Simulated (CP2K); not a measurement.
Runs of CP2K 2026.2 on Sb. The structure is hexagonal, space group P6_3/mmc (No. 194). The conventional cell has a = 3.355 Å, b = 3.355 Å, c = 5.470 Å, α = 90.00°, β = 90.00°, γ = 120.00°. Around Sb (site symmetry -6m2) lie 12 Sb at 3.35 Å. This isn't the form of Sb at room conditions, which is rhombohedral.

| task | level | potentials or basis | smearing | NGRIDS | basis sets | potentials | CUTOFF of the grids | cutoff radius of the dispersion sum (A) | gap on the mesh (eV) | pressure (GPa) |
| --- | --- | --- | --- | --- | --- | --- | --- | --- | --- | --- |
| single point | PBE | POTENTIAL_UZH Sb GTH-PBE-q5; TZVP-MOLOPT-PBE-GTH basis | gaussian 0.1 eV | 5 | Sb TZVP-MOLOPT-PBE-GTH-q5 | Sb GTH-PBE-q5 of POTENTIAL_UZH | 450 Ry | - | none | (a) |
| single point | PBE | POTENTIAL_UZH Sb GTH-PBE-q5; TZVP-MOLOPT-PBE-GTH basis | gaussian 0.05 eV | 5 | Sb TZVP-MOLOPT-PBE-GTH-q5 | Sb GTH-PBE-q5 of POTENTIAL_UZH | 450 Ry | - | none | 2.9 |
| single point | r2SCAN+D4 | POTENTIAL_UZH Sb GTH-SCAN-q5; TZVP-MOLOPT-SCAN-GTH basis | fermi-dirac 0.02 eV | 5 | Sb TZVP-MOLOPT-SCAN-GTH-q5 | Sb GTH-SCAN-q5 of POTENTIAL_UZH | 675 Ry | 20 | none | -0.8 |
| single point | PBEsol+D3(BJ) | POTENTIAL_UZH Sb GTH-PBE-q5; TZVP-MOLOPT-PBE-GTH basis | gaussian 0.01 eV | 5 | Sb TZVP-MOLOPT-PBE-GTH-q5 | Sb GTH-PBE-q5 of POTENTIAL_UZH | 450 Ry | 20 | none | (b) |
| band structure | BLYP+D4 | GTH_POTENTIALS Sb GTH-BLYP-q5; TZVP-MOLOPT-PBE-GTH basis | gaussian 0.05 eV | 4 | Sb TZVP-MOLOPT-PBE-GTH-q5 | Sb GTH-BLYP-q5 of GTH_POTENTIALS | 450 Ry | 20 | none | 1.5 |
| single point | LDA | GTH_POTENTIALS Sb GTH-PADE-q5; TZVP-MOLOPT-PBE-GTH basis | gaussian 0.05 eV | 5 | Sb TZVP-MOLOPT-PBE-GTH-q5 | Sb GTH-PADE-q5 of GTH_POTENTIALS | 450 Ry | - | none | -1.5 |

Alike in all rows: no spin polarisation; cell as given; k mesh 9 × 9 × 5.

Problem. Fill in the values left out.

Solution. (a) 3.0; (b) -1.8.

Caveats: the basis of atomic orbitals isn't converged, which shifts pressures, moduli and gaps; pairwise dispersion overbinds metals, which lowers pressure and volume (some runs); the potentials were made for another functional, which shifts forces and pressure (some runs); spin-orbit coupling is left out, which moves the levels of the heavy elements (some runs).

A k mesh can miss the band edges, and the runs leave out spin-orbit coupling on Sb.

A gap of «none» marks a metal or a gap under the smearing width.
